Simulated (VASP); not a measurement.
# Se (R-3m) in VASP: further runs

Runs on Se. Level: PBE. Tasks: relaxation of cell and atoms.

Everything below comes from runs of VASP 6.6.1. Logs are shortened: lines on timing, memory, paths and dates and some standing lists are left out, and cuts for length are marked.

### Step 1. The structure

The structure is trigonal, space group R-3m (No. 166). The conventional cell has a = 3.850 Å, b = 3.850 Å, c = 2.645 Å, α = 90.00°, β = 90.00°, γ = 120.00°. Around Se (site symmetry -3m) lie 8 Se at 2.39 to 2.65 Å.

This isn't the form of Se at room conditions, which is trigonal, of chains.

### Step 2. Relaxation of cell and atoms, PBE, target pressure 110 GPa, at which the enthalpy is minimised

Contents of INCAR:

```
SYSTEM = Se
  ALGO = Fast
  EDIFF = 1E-7
  EDIFFG = -0.002
  ENCUT = 520
  GGA = PE
  IBRION = 2
  ISIF = 3
  ISMEAR = 0
  LASPH = .TRUE.
  LCHARG = .FALSE.
  LREAL = .FALSE.
  LWAVE = .FALSE.
  NELM = 60
  NSW = 80
  PREC = Accurate
  PSTRESS = 1100.0
  SIGMA = 1.0
```

Contents of KPOINTS:

```
k-points
0
G
  15 15 15
  0 0 0
```

Contents of POSCAR:

```
Se
1.0
    1.9250000000      1.1113992700      0.8816666700
   -1.9250000000      1.1113992700      0.8816666700
    0.0000000000     -2.2227985400      0.8816666700
Se
1
Direct
    0.0000000000      0.0000000000      0.0000000000
```

Potentials or basis: VASP PAW PBE potentials, release 64 (Se).

On the command line:

```
> cat potpaw_PBE.64/Se/POTCAR > POTCAR
> mpirun -np 1 vasp_std > vasp.out
```

OUTCAR:

```text
SYSTEM = Se
   EDIFF = 1E-7
   EDIFFG = -0.002
   ENCUT = 520
   GGA = PE
   IBRION = 2
   ISIF = 3
   ISMEAR = 0
   LASPH = .TRUE.
   LREAL = .FALSE.
   NELM = 60
   NSW = 80
   PREC = Accurate
   PSTRESS = 1100.0

 ion  position               nearest neighbor table
   1  0.000  0.000  0.000-

  LATTYP: Found a trigonal (rhomboedric) cell.
 ALAT       =     2.3912694232
 COS(alpha) =    -0.2960878580

  Lattice vectors:

 A1 = (   1.9250000000,   1.1113992700,   0.8816666700)
 A2 = (  -1.9250000000,   1.1113992700,   0.8816666700)
 A3 = (   0.0000000000,  -2.2227985400,   0.8816666700)

Analysis of symmetry for initial positions (statically):
=====================================================================
 Subroutine PRICEL returns:
 Original cell was already a primitive cell.

 Routine SETGRP: Setting up the symmetry group for a
 trigonal (rhombohedral) supercell.

 Subroutine GETGRP returns: Found 12 space group operations
 (whereof 12 operations were pure point group operations)
 out of a pool of 12 trial point group operations.

The static configuration has the point symmetry D_3d.

Analysis of symmetry for dynamics (positions and initial velocities):
=====================================================================
 Subroutine PRICEL returns:
 Original cell was already a primitive cell.

 Routine SETGRP: Setting up the symmetry group for a
 trigonal (rhombohedral) supercell.

 Subroutine GETGRP returns: Found 12 space group operations
 (whereof 12 operations were pure point group operations)
 out of a pool of 12 trial point group operations.

The dynamic configuration has the point symmetry D_3d.

 Subroutine INISYM returns: Found 12 space group operations
 (whereof 12 operations are pure point group operations),
 and found     1 'primitive' translations

----------------------------------------------------------------------------------------

                                     Primitive cell

  volume of cell :      11.3177

  direct lattice vectors                    reciprocal lattice vectors
     1.925000000  1.111399270  0.881666670     0.259740260  0.149961109  0.378071832
    -1.925000000  1.111399270  0.881666670    -0.259740260  0.149961109  0.378071832
     0.000000000 -2.222798540  0.881666670     0.000000000 -0.299922217  0.378071832

  length of vectors
     2.391269423  2.391269423  2.391269426     0.482588486  0.482588486  0.482588486

  position of ions in fractional coordinates (direct lattice)
     0.000000000  0.000000000  0.000000000

  ion indices of the primitive-cell ions
   primitive index   ion index
                 1           1

----------------------------------------------------------------------------------------

 KPOINTS: k-points

Automatic generation of k-mesh.
 Grid dimensions read from file:
 generate k-points for:   15   15   15

 Generating k-lattice:

  Cartesian coordinates                     Fractional coordinates (reciprocal lattice)
     0.017316017  0.009997407  0.025204789     0.066666667  0.000000000  0.000000000
    -0.017316017  0.009997407  0.025204789     0.000000000  0.066666667  0.000000000
     0.000000000 -0.019994814  0.025204789     0.000000000  0.000000000  0.066666667

  Length of vectors
     0.032172566  0.032172566  0.032172566

  Shift w.r.t. Gamma in fractional coordinates (k-lattice)
     0.000000000  0.000000000  0.000000000

 Subroutine IBZKPT returns following result:
 ===========================================

 Found    344 irreducible k-points:

 Following reciprocal coordinates:
            Coordinates               Weight
  0.000000  0.000000  0.000000      1.000000
  0.066667  0.000000  0.000000      6.000000
  0.133333  0.000000  0.000000      6.000000
  0.200000 -0.000000  0.000000      6.000000
  0.266667  0.000000  0.000000      6.000000
  0.333333 -0.000000  0.000000      6.000000
[... 16 lines left out ...]
  0.133333  0.133333  0.000000      6.000000
  0.200000  0.133333  0.000000     12.000000
 [... further k-points ...]
   k-points           NKPTS =    344   k-points in BZ     NKDIM =    344   number of bands    NBANDS=      7
   number of dos      NEDOS =    301   number of ions     NIONS =      1
   total plane-waves  NPLWV =   5832
   dimension x,y,z NGX =    18 NGY =   18 NGZ =   18
   dimension x,y,z NGXF=    36 NGYF=   36 NGZF=   36
   ions per type =               1
   NGX,Y,Z   is equivalent  to a cutoff of  12.51, 12.51, 12.51 a.u.
   NGXF,Y,Z  is equivalent  to a cutoff of  25.03, 25.03, 25.03 a.u.
 SYSTEM =  Se
   PREC   = accura    normal or accurate (medium, high low for compatibility)
   ISTART =      0    job   : 0-new  1-cont  2-samecut
   ICHARG =      2    charge: 1-file 2-atom 10-const
   ISPIN  =      1    spin polarized calculation?
   LNONCOLLINEAR =      F non collinear calculations
   LSORBIT =      F    spin-orbit coupling
   LASPH  =      T    aspherical Exc in radial PAW
   ENCUT  =  520.0 eV  38.22 Ry    6.18 a.u.   4.45  4.45  4.45*2*pi/ulx,y,z
   NELM   =     60;   NELMIN=  2; NELMDL= -5     # of ELM steps
   EDIFF  = 0.1E-06   stopping-criterion for ELM
   LREAL  =      F    real-space projection
   EDIFFG = -.2E-02   stopping-criterion for IOM
   NSW    =     80    number of steps for IOM
   IBRION =      2    ionic relax: 0-MD 1-quasi-New 2-CG
   NFREE  =      1    steps in history (QN), initial steepest desc. (CG)
   ISIF   =      3    stress and relaxation
   ISYM   =      2    0-nonsym 1-usesym 2-fastsym
   POTIM  = 0.5000    time-step for ionic-motion
   TEBEG  =    0.0;   TEEND  =   0.0 temperature during run
   PSTRESS= 1100.0 pullay stress
   NELECT =       6.0000    total number of electrons
   NUPDOWN=      -1.0000    fix difference up-down
   EMIN   =  10.00;   EMAX   =-10.00  energy-range for DOS
   EFERMI =   0.00;   METHOD = LEGACY
   ISMEAR =     0;   SIGMA  =   1.00  broadening in eV -4-tet -1-fermi 0-gaus
   EFERMI_NEDOS =   21; number of points for ismear=-14 and -15
   IALGO  =     68    algorithm
   IMIX   =      4    mixing-type and parameters
     AMIX     =   0.40;   BMIX     =  1.00
     AMIX_MAG =   1.60;   BMIX_MAG =  1.00
  volume/ion in A,a.u.               =      11.32        76.38
  Fermi-wavevector in a.u.,A,eV,Ry     =   1.324971  2.503832 23.885687  1.755548
  Thomas-Fermi vector in A             =   2.454466
   LORBIT       =      0    0 simple, 1 ext, 2 COOP (PROOUT), +10 PAW based schemes
   GGA     = PE    functional components
   LHFCALC =     F    Hartree Fock is set to
   AEXX    =    0.0000 exact exchange contribution
   IVDW    =     0    specifies the selected vdW correction
   LEPSILON=     F    determine dielectric tensor
   LRPA    =     F    only Hartree local field effects (RPA)
 conjugate gradient relaxation of ions
 non-spin polarized calculation
 RMM-DIIS sequential band-by-band and
 Gauss-broadening in eV      SIGMA  =   1.00
  energy-cutoff  :      520.00
  volume of cell :       11.32
 maximum number of plane-waves:       313
 NGX is ok and might be reduce to    18
   NGX =  9   NGY =  9   NGZ =  9

--------------------------------------- Ionic step        1  -------------------------------------------

 number of electron       6.0000000 magnetization

 Free energy of the ion-electron system (eV)
  ---------------------------------------------------
  ext. energy  EPLUGINS =         0.00000000
  ---------------------------------------------------
  free energy    TOTEN  =        -0.35990341 eV

  energy without entropy =       -0.17308296  energy(sigma->0) =       -0.26649319

------------------------ aborting loop because EDIFF is reached ----------------------------------------

  FORCE on cell =-STRESS in cart. coord.  units (eV):
  Direction    XX          YY          ZZ          XY          YZ          ZX
  --------------------------------------------------------------------------------------
  -------------------------------------------------------------------------------------
  Total       11.5992922     11.5992922     11.1962138      0.0000000      0.0000000      0.0000000
  in kB     1642.0468980   1642.0469033   1584.9853375      0.0000000      0.0000000      0.0000000
  external PRESSURE =     523.0263796 kB  Pullay stress =    1100.0000000 kB
[... 22 lines left out ...]
  enthalpy is  TOTEN    =         7.4104114532 eV   P V=        7.7703148658

--------------------------------------- Ionic step        2  -------------------------------------------

 number of electron       5.9999999 magnetization

 E-fermi :   6.7069     XC(G=0): -11.0198

 val. band max:        6.6913878324   @ k =  -0.1333   0.3333   0.1333
 cond. band min:       6.7116825554   @ k =  -0.2000   0.4000   0.2000
 fundamental gap:      0.0202947230
 Fermi energy:         6.7068532062

 k-point     1 :       0.0000    0.0000    0.0000
  band No.  band energies     occupation
      1     -10.3300      2.00000
      2       9.3334      0.00020
      3      10.5112      0.00000
      4      10.5112      0.00000
      5      18.3213      0.00000
      6      18.4164      0.00000
      7      18.4164      0.00000
[... 295 lines left out ...]
  FREE ENERGIE OF THE ION-ELECTRON SYSTEM (eV)
  ---------------------------------------------------
  free  energy   TOTEN  =        -1.4967865961 eV

  energy  without entropy=       -1.2893438190  energy(sigma->0) =       -1.39306521

  enthalpy is  TOTEN    =         7.2406232560 eV   P V=        8.7374098521

[... ionic steps 4 to 14 ...]

--------------------------------------- Ionic step       15  -------------------------------------------

 number of electron       6.0000001 magnetization

------------------------ aborting loop because EDIFF is reached ----------------------------------------

  FORCE on cell =-STRESS in cart. coord.  units (eV):
  Direction    XX          YY          ZZ          XY          YZ          ZX
  --------------------------------------------------------------------------------------
  -------------------------------------------------------------------------------------
  Total        8.5879450      8.5879487      8.5885159      0.0000000      0.0000000      0.0000000
  in kB     1099.4085647   1099.4090415   1099.4816532      0.0000000      0.0000000      0.0000000
  external PRESSURE =      -0.5669135 kB  Pullay stress =    1100.0000000 kB
[... 59 lines left out ...]
  enthalpy is  TOTEN    =         7.2329006846 eV   P V=        8.5818729146

--------------------------------------- Ionic step       17  -------------------------------------------

 number of electron       6.0000001 magnetization

 Free energy of the ion-electron system (eV)
  ---------------------------------------------------
  ext. energy  EPLUGINS =         0.00000000
  ---------------------------------------------------
  free energy    TOTEN  =        -1.35887992 eV

  energy without entropy =       -1.15916502  energy(sigma->0) =       -1.25902247

 E-fermi :  12.9540     XC(G=0): -12.9233

 val. band max:       12.9476966026   @ k =  -0.4667   0.2667   0.1333
 cond. band min:      12.9879465710   @ k =  -0.4000   0.1333   0.1333
 fundamental gap:      0.0402499684
 Fermi energy:        12.9539776778

 k-point     1 :       0.0000    0.0000    0.0000
  band No.  band energies     occupation
      1      -9.1302      2.00000
      2      17.3145      0.00000
      3      19.6526      0.00000
      4      19.6526      0.00000
      5      24.6102      0.00000
      6      24.6102      0.00000
      7      27.2466      0.00000
[... 258 lines left out ...]
  FREE ENERGIE OF THE ION-ELECTRON SYSTEM (eV)
  ---------------------------------------------------
  free  energy   TOTEN  =        -1.3588799186 eV

  energy  without entropy=       -1.1591650177  energy(sigma->0) =       -1.25902247

  enthalpy is  TOTEN    =         7.2328749012 eV   P V=        8.5917548198

 reached required accuracy - stopping structural energy minimisation
```

Wall time 2 min (1 thread of Intel Xeon Platinum 8375C at 2.90GHz (Ice Lake), shared host); peak memory 0.16 GiB.

Results:

| Item | Value |
| --- | --- |
| Free energy | -1.3589 eV |
| Relaxed volume | 12.51 Å³/atom |
| Relaxed cell | a = 2.458 Å, b = 2.458 Å, c = 2.458 Å, α = 106.54°, β = 106.54°, γ = 106.54° |
| Space group after relaxing (to 0.05 Å) | R-3m (No. 166) |
| Energy change on relaxing (the enthalpy is what falls) | -999.0 meV/atom |
| Ionic steps | 17 |
| Pressure after relaxing | 110.0 GPa |
| Band gap on the k mesh | none (metal or under the smearing width) |

Step by step:
```tsv
step	energy change (eV)	largest force (eV/Å)	pressure (GPa)	volume (Å³)
1	0.0000	0.0000	162.30	11.32
2	-2.7010	0.0000	10.79	18.51
3	-1.1369	0.0000	101.21	12.73
4	-0.9849	0.0000	109.34	12.49
5	-0.9682	0.0000	110.22	12.47
6	-0.9693	0.0000	110.22	12.47
7	-0.9723	0.0000	110.21	12.48
8	-0.9781	0.0000	110.21	12.48
9	-0.9884	0.0000	110.33	12.50
10	-1.0337	0.0000	107.99	12.57
11	-0.9954	0.0000	109.97	12.51
12	-0.9956	0.0000	109.96	12.51
13	-0.9966	0.0000	109.95	12.51
14	-0.9995	0.0000	109.94	12.51
15	-0.9998	0.0000	109.94	12.52
16	-0.9891	0.0000	110.52	12.50
17	-0.9990	0.0000	109.99	12.51
```

Final structure:
```
Se
1.0
     1.96971    1.13721    0.93112
    -1.96971    1.13721    0.93112
     0.00000   -2.27442    0.93112
Se
1
Cartesian
  0.0000 0.0000 0.0000
```

Caveat: the cell is relaxed towards a set pressure, so the enthalpy falls and the energy may rise. PBE usually gives volumes a little too large and moduli too small.

[end of part 1 of 2]
